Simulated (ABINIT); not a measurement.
# BN (P6_3/mmc) in ABINIT: convergence with smearing width

Aim: find how far smearing width must go before the results for BN settle, at PBE. This setting moves, with any that are tied to it; all else stays.

Everything below comes from runs of ABINIT 10.8.3 (patched build). Logs are shortened: lines on timing, memory, paths and dates and some standing lists are left out, and cuts for length are marked. The log counts tension as positive stress, the text compression.

## Step 1: Starting point

It takes space group P6_3/mmc (No. 194, hexagonal). Conventional cell: a = 2.498 Å, b = 2.498 Å, c = 6.636 Å, α = 90.00°, β = 90.00°, γ = 120.00°. N (site symmetry -6m2) has 3 B at 1.44 Å as nearest neighbours. B (site symmetry -6m2) has 3 N at 1.44 Å as nearest neighbours.

## Step 2: With smearing width 0.272 eV

File run.abi:

```
# Pseudopotentials
pp_dirpath "./"
pseudos "N.upf, B.upf"

# Structure
acell 3*1.0
rprim
     4.7209893936     0.0000000000     0.0000000000
    -2.3604946968     4.0884967459     0.0000000000
     0.0000000000     0.0000000000    12.5396556452
ntypat 2
znucl 7 5
natom 4
typat 1 1 2 2
xred
     0.6666666667     0.3333333333     0.2500000000
     0.3333333333     0.6666666667     0.7500000000
     0.6666666667     0.3333333333     0.7500000000
     0.3333333333     0.6666666667     0.2500000000

# Plane-wave basis
ecut 42.0

# k points
kptopt 1
ngkpt 12 12 4
nshiftk 1
shiftk 0.0 0.0 0.0

# Exchange and correlation
ixc 11

# Bands and occupations
nband 12
occopt 3
tsmear 0.272 eV

# SCF cycle
nstep 100
tolvrs 1.0e-10

# Output
iomode 3
prtwf 0
prtden 0
prteig 0
prtebands 0
enunit 2
```

Potentials or basis: PseudoDojo NC SR PBE v0.4.1 standard.

Started as:

```sh
$ abinit run.abi > log 2>&1
```

run.abo:

```text
.Version 10.8.3 of ABINIT
 Symmetries : space group P6_3/m m c (#194); Bravais hP (primitive hexag.)
================================================================================
 Values of the parameters that define the memory need of the present run
     intxc =       0    ionmov =       0      iscf =       7    lmnmax =       4
     lnmax =       4     mgfft =      75  mpssoang =       2    mqgrid =    3659
     natom =       4  nloc_mem =       1    nspden =       1   nspinor =       1
    nsppol =       1      nsym =      24    n1xccc =    2501    ntypat =       2
    occopt =       3   xclevel =       2
       mpw =        3171          nfft =       67500          nkpt =          57
================================================================================
================================================================================

--------------------------------------------------------------------------------
------------- Echo of variables that govern the present computation ------------
--------------------------------------------------------------------------------
 -outvars: echo values of preprocessed input variables --------
            acell      1.0000000000E+00  1.0000000000E+00  1.0000000000E+00 Bohr
              amu      1.40067400E+01  1.08110000E+01
             ecut      4.20000000E+01 Hartree
           enunit           2
                       outvar_i_n : Printing only first  50 k-points.
              ixc          11
                       outvar_i_n : Printing only first  50 k-points.
         kptrlatt       12    0    0      0   12    0      0    0    4
          kptrlen      5.01586226E+01
            natom           4
            nband          12
            ngfft          30      30      75
             nkpt          57
            nstep         100
             nsym          24
           ntypat           2
                       prtocc : prtvol=0, do not print more k-points.
           occopt           3
           prtden           0
        prtebands           0
           prteig           0
            prtwf           0
            rprim      4.7209893936E+00  0.0000000000E+00  0.0000000000E+00
                      -2.3604946968E+00  4.0884967459E+00  0.0000000000E+00
                       0.0000000000E+00  0.0000000000E+00  1.2539655645E+01
          spgroup         194
           tolvrs      1.00000000E-10
           tsmear      9.99581563E-03 Hartree
            typat      1  1  2  2
                       outvars : Printing only first  50 k-points.
           xangst      1.2491199992E+00  7.2117976777E-01  1.6589249989E+00
                      -2.4844460560E-16  1.4423595355E+00  4.9767749966E+00
                       1.2491199992E+00  7.2117976777E-01  4.9767749966E+00
                      -2.4844460560E-16  1.4423595355E+00  1.6589249989E+00
            xcart      2.3604946968E+00  1.3628322486E+00  3.1349139113E+00
                      -4.6949226205E-16  2.7256644973E+00  9.4047417339E+00
                       2.3604946968E+00  1.3628322486E+00  9.4047417339E+00
                      -4.6949226205E-16  2.7256644973E+00  3.1349139113E+00
             xred      6.6666666667E-01  3.3333333333E-01  2.5000000000E-01
                       3.3333333333E-01  6.6666666667E-01  7.5000000000E-01
                       6.6666666667E-01  3.3333333333E-01  7.5000000000E-01
                       3.3333333333E-01  6.6666666667E-01  2.5000000000E-01
            znucl        7.00000    5.00000

================================================================================

 chkinp: Checking input parameters for consistency.

================================================================================
== DATASET  1 ==================================================================

--- !DatasetInfo
iteration_state: {dtset: 1, }
dimensions: {natom: 4, nkpt: 57, mband: 12, nsppol: 1, nspinor: 1, nspden: 1, mpw: 3171, }
cutoff_energies: {ecut:  42.0, pawecutdg:  -1.0, }
[... 92 lines left out ...]
    1        2.00000          5.78925056
    2        2.00000          5.78925056
    3        2.00000          3.55117643
    4        2.00000          3.55117643
================================================================================

 ----iterations are completed or convergence reached----

 Mean square residual over all n,k,spin=   26.532E-07; max=  59.065E-05
 reduced coordinates (array xred) for    4 atoms
       0.666666666667      0.333333333333      0.250000000000
       0.333333333333      0.666666666667      0.750000000000
       0.666666666667      0.333333333333      0.750000000000
       0.333333333333      0.666666666667      0.250000000000
 rms dE/dt=  1.4415E-23; max dE/dt=  3.5293E-23; dE/dt below (all hartree)
    1      -0.000000000000     -0.000000000000     -0.000000000000
    2      -0.000000000000     -0.000000000000      0.000000000000
    3      -0.000000000000      0.000000000000     -0.000000000000
    4       0.000000000000     -0.000000000000      0.000000000000

 cartesian coordinates (angstrom) at end:
    1      1.24911999915653     0.72117976777119     1.65892499887731
    2     -0.00000000000000     1.44235953554239     4.97677499663194
    3      1.24911999915653     0.72117976777119     4.97677499663194
    4     -0.00000000000000     1.44235953554239     1.65892499887731

 cartesian forces (hartree/bohr) at end:
    1      0.00000000000000     0.00000000000000     0.00000000000000
    2      0.00000000000000     0.00000000000000    -0.00000000000000
    3      0.00000000000000    -0.00000000000000     0.00000000000000
    4     -0.00000000000000    -0.00000000000000    -0.00000000000000
 frms,max,avg= 1.1495815E-24 2.8145142E-24   0.000E+00  0.000E+00  0.000E+00 h/b

 cartesian forces (eV/Angstrom) at end:
    1      0.00000000000000     0.00000000000000     0.00000000000000
    2      0.00000000000000     0.00000000000000    -0.00000000000000
    3      0.00000000000000    -0.00000000000000     0.00000000000000
    4     -0.00000000000000    -0.00000000000000    -0.00000000000000
 frms,max,avg= 5.9113860E-23 1.4472814E-22   0.000E+00  0.000E+00  0.000E+00 e/A
 length scales=  1.000000000000  1.000000000000  1.000000000000 bohr
              =  0.529177210544  0.529177210544  0.529177210544 angstroms
 Fermi (or HOMO) energy (hartree) =   0.18668   Average Vxc (hartree)=  -0.37280
 Eigenvalues (hartree) for nkpt=  57  k points:
 kpt#   1, nband= 12, wtk=  0.00174, kpt=  0.0000  0.0000  0.0000 (reduced coord)
  -0.55039   -0.53952   -0.12489   -0.04691    0.05555    0.05555    0.05690    0.05690
   0.29934    0.48427    0.53608    0.53899
      occupation numbers for kpt#   1
   2.00000    2.00000    2.00000    2.00000    2.00000    2.00000    2.00000    2.00000
   0.00003    0.00000    0.00000    0.00000
 prteigrs : prtvol=0 or 1, do not print more k-points.

 Fermi (or HOMO) energy (eV) =   5.07979   Average Vxc (eV)= -10.14448
 Eigenvalues (   eV  ) for nkpt=  57  k points:
 kpt#   1, nband= 12, wtk=  0.00174, kpt=  0.0000  0.0000  0.0000 (reduced coord)
 -14.97675  -14.68120   -3.39850   -1.27652    1.51152    1.51152    1.54819    1.54819
   8.14548   13.17770   14.58760   14.66662
 prteigrs : prtvol=0 or 1, do not print more k-points.

--- !EnergyTerms
iteration_state     : {dtset: 1, }
comment             : Components of total free energy in Hartree
kinetic             :  1.87715099463630E+01
hartree             :  8.20765839353758E+00
xc                  : -8.68384864087606E+00
Ewald energy        : -1.83721330742730E+01
psp_core            :  1.13678016012001E+00
local_psp           : -2.57271327505828E+01
non_local_psp       : -2.14759620018161E+00
internal            : -2.68147621658930E+01
'-kT*entropy'       : -1.53683525399045E-05
total_energy        : -2.68147775342455E+01
total_energy_eV     : -7.29667268584408E+02
band_energy         : -2.52136023564732E+00
...

 Cartesian components of stress tensor (hartree/bohr^3)
  sigma(1 1)= -1.91690554E-04  sigma(3 2)=  0.00000000E+00
  sigma(2 2)= -1.91690554E-04  sigma(3 1)=  0.00000000E+00
  sigma(3 3)= -1.01063473E-04  sigma(2 1)=  0.00000000E+00

-Cartesian components of stress tensor (GPa)         [Pressure=  4.7510E+00 GPa]
- sigma(1 1)= -5.63973081E+00  sigma(3 2)=  0.00000000E+00
- sigma(2 2)= -5.63973082E+00  sigma(3 1)=  0.00000000E+00
- sigma(3 3)= -2.97339004E+00  sigma(2 1)=  0.00000000E+00

== END DATASET(S) ==============================================================
================================================================================

 -outvars: echo values of variables after computation  --------
            acell      1.0000000000E+00  1.0000000000E+00  1.0000000000E+00 Bohr
           etotal     -2.6814777534E+01
            fcart      0.0000000000E+00  1.3171810524E-28  2.8145142472E-24
                       2.2814245055E-28  2.6343621047E-28 -2.8145142472E-24
                       0.0000000000E+00 -2.6343621047E-28  8.7953570226E-26
                      -2.2814245055E-28 -1.3171810524E-28 -8.7953570226E-26
            rprim      4.7209893936E+00  0.0000000000E+00  0.0000000000E+00
                      -2.3604946968E+00  4.0884967459E+00  0.0000000000E+00
                       0.0000000000E+00  0.0000000000E+00  1.2539655645E+01
           strten     -1.9169055411E-04 -1.9169055421E-04 -1.0106347313E-04
                       0.0000000000E+00  0.0000000000E+00  0.0000000000E+00
           xangst      1.2491199992E+00  7.2117976777E-01  1.6589249989E+00
                      -2.4844460560E-16  1.4423595355E+00  4.9767749966E+00
                       1.2491199992E+00  7.2117976777E-01  4.9767749966E+00
                      -2.4844460560E-16  1.4423595355E+00  1.6589249989E+00
             xred      6.6666666667E-01  3.3333333333E-01  2.5000000000E-01
                       3.3333333333E-01  6.6666666667E-01  7.5000000000E-01
                       6.6666666667E-01  3.3333333333E-01  7.5000000000E-01
                       3.3333333333E-01  6.6666666667E-01  2.5000000000E-01
 Calculation completed.
```

It took 46 s on 1 thread of Arm Neoverse V2, shared host; peak memory 0.1 GiB.

What came out:

* Free energy: -729.6673 eV
* Pressure: 4.8 GPa
* Band gap on the k mesh: 4.32 eV, indirect (least direct gap 4.69 eV)
* All electrons inside the program's atomic spheres: N 5.79; B 3.55

## Step 3: With smearing width 0.2 eV

Edit run.abi of step 2 so:

```diff
@@ -35,3 +35,3 @@
 occopt 3
-tsmear 0.272 eV
+tsmear 0.2 eV
```

Potentials or basis: PseudoDojo NC SR PBE v0.4.1 standard.

Started as:

```sh
$ abinit run.abi > log 2>&1
```

Run time: 46 s. Hardware: 1 thread of Arm Neoverse V2, shared host; peak memory 0.1 GiB.

Results (log left out):

```
Free energy                                       : -729.6672 eV
Pressure                                          : 4.8 GPa
Band gap on the k mesh                            : 4.32 eV, indirect (least direct gap 4.69 eV)
All electrons inside the program's atomic spheres : N 5.79; B 3.55
```

## Step 4: With smearing width 0.136 eV

Edit run.abi of step 3 so:

```diff
@@ -35,3 +35,3 @@
 occopt 3
-tsmear 0.2 eV
+tsmear 0.136 eV
```

Started as:

```sh
$ abinit run.abi > log 2>&1
```

It took 45 s on 1 thread of Arm Neoverse V2, shared host; peak memory 0.1 GiB.

The run converged. Its results:

| Property | Result |
| --- | --- |
| Free energy | -729.6672 eV |
| Pressure | 4.8 GPa |
| Band gap on the k mesh | 4.32 eV, indirect (least direct gap 4.69 eV) |
| All electrons inside the program's atomic spheres | N 5.79; B 3.55 |

## Step 5: With smearing width 0.1 eV

Edit run.abi of step 4 so:

```diff
@@ -35,3 +35,3 @@
 occopt 3
-tsmear 0.136 eV
+tsmear 0.1 eV
```

Started as:

```sh
$ abinit run.abi > log 2>&1
```

Wall time 45 s (1 thread of Arm Neoverse V2, shared host); peak memory 0.1 GiB.

It converged, with:

```
Free energy                                       : -729.6672 eV
Pressure                                          : 4.8 GPa
Band gap on the k mesh                            : 4.32 eV, indirect (least direct gap 4.69 eV)
All electrons inside the program's atomic spheres : N 5.79; B 3.55
```

## Step 6: With smearing width 0.05 eV

Edit run.abi of step 5 so:

```diff
@@ -35,3 +35,3 @@
 occopt 3
-tsmear 0.1 eV
+tsmear 0.05 eV
```

Potentials or basis: PseudoDojo NC SR PBE v0.4.1 standard.

Started as:

```sh
$ abinit run.abi > log 2>&1
```

Run time: 44 s. Hardware: 1 thread of Arm Neoverse V2, shared host; peak memory 0.1 GiB.

The run converged. Its results:

* Free energy: -729.6672 eV
* Pressure: 4.8 GPa
* Band gap on the k mesh: 4.32 eV, indirect (least direct gap 4.69 eV)
* All electrons inside the program's atomic spheres: N 5.79; B 3.55

## Step 7: With smearing width 0.025 eV

Edit run.abi of step 6 so:

```diff
@@ -35,3 +35,3 @@
 occopt 3
-tsmear 0.05 eV
+tsmear 0.025 eV
```

Started as:

```sh
$ abinit run.abi > log 2>&1
```

It took 44 s on 1 thread of Arm Neoverse V2, shared host; peak memory 0.1 GiB.

Results (log left out):

```yaml
Free_energy: -729.6672 eV
Pressure: 4.8 GPa
Band_gap_on_the_k_mesh: 4.32 eV, indirect (least direct gap 4.69 eV)
All_electrons_inside_the_program's_atomic_spheres: N 5.79; B 3.55
```

## Step 8: With smearing width 0.01 eV

Edit run.abi of step 7 so:

```diff
@@ -35,3 +35,3 @@
 occopt 3
-tsmear 0.025 eV
+tsmear 0.01 eV
```

Started as:

```sh
$ abinit run.abi > log 2>&1
```

It took 44 s on 1 thread of Arm Neoverse V2, shared host; peak memory 0.1 GiB.

The run converged. Its results:

```yaml
Free_energy: -729.6672 eV
Pressure: 4.8 GPa
Band_gap_on_the_k_mesh: 4.32 eV, indirect (least direct gap 4.69 eV)
All_electrons_inside_the_program's_atomic_spheres: N 5.79; B 3.55
```

## Step 9: Result

| smearing width | energy less the tightest run, at zero smearing (meV/atom) | SCF cycles | CPU time (s) | peak memory (GiB) |
| --- | --- | --- | --- | --- |
| 0.272 eV | 0.04 | 10 | 46 | 0.1 |
| 0.2 eV | 0.00 | 10 | 46 | 0.1 |
| 0.136 eV | 0.00 | 10 | 45 | 0.1 |
| 0.1 eV | 0.00 | 10 | 45 | 0.1 |
| 0.05 eV | 0.00 | 10 | 44 | 0.1 |
| 0.025 eV | 0.00 | 10 | 44 | 0.1 |
| 0.01 eV | 0.00 | 10 | 44 | 0.1 |

Against the tightest run, the energy stays within 1 meV/atom from 0.272 eV on. The tightest run that finished is the yardstick and may itself not be fully converged.

Caveats: this functional lacks dispersion, which binds the layers, so the pressure and a relaxed spacing across them are unreliable.
